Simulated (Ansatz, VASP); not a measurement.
**Si2N in VASP and in Ansatz**

```xyz
3
Lattice="-1.3159 1.7893 3.9953 1.3159 -1.7893 3.9953 1.3159 1.7893 -3.9953" Properties=species:S:1:pos:R:3 pbc="T T T"
Si    0.0000    1.7893    2.6480
Si    1.3159    0.0000    1.3474
N     0.0000    0.0000    0.0000
```

Change from the starting cell: species swapped into the NiF2 type (Pnnm, No. 58).

Alike in both runs: functional PBE; k mesh 22 × 22 × 22; occupations gaussian, width 0.1 eV; no spin polarisation.

Ansatz relaxed the structure, and its values are those at the end. VASP's run is a single point on that final structure, the one shown.

|  | VASP | Ansatz |
| --- | --- | --- |
| version | VASP 6.6.1 | Ansatz 0.2.0 |
| potentials or method | VASP PAW PBE potentials, release 64 (Si, N) | scalar-relativistic, plane waves, PAW |
| plane-wave cutoff (eV) | 520 | 420 |
| valence electrons in the cell | 13 | 13 |

Ansatz gave:

```
gap on the k mesh at the Fermi level (eV) : none
pressure (GPa)                            : 0.0
rms of the force components (eV/Å)        : 0.000
```

Problem. What did VASP give for the same quantities?

Solution. gap on the k mesh at the Fermi level (eV): none; pressure (GPa): -0.1; rms of the force components (eV/Å): 0.004.

A gap of «none» marks a metal or a gap that the smearing closes.
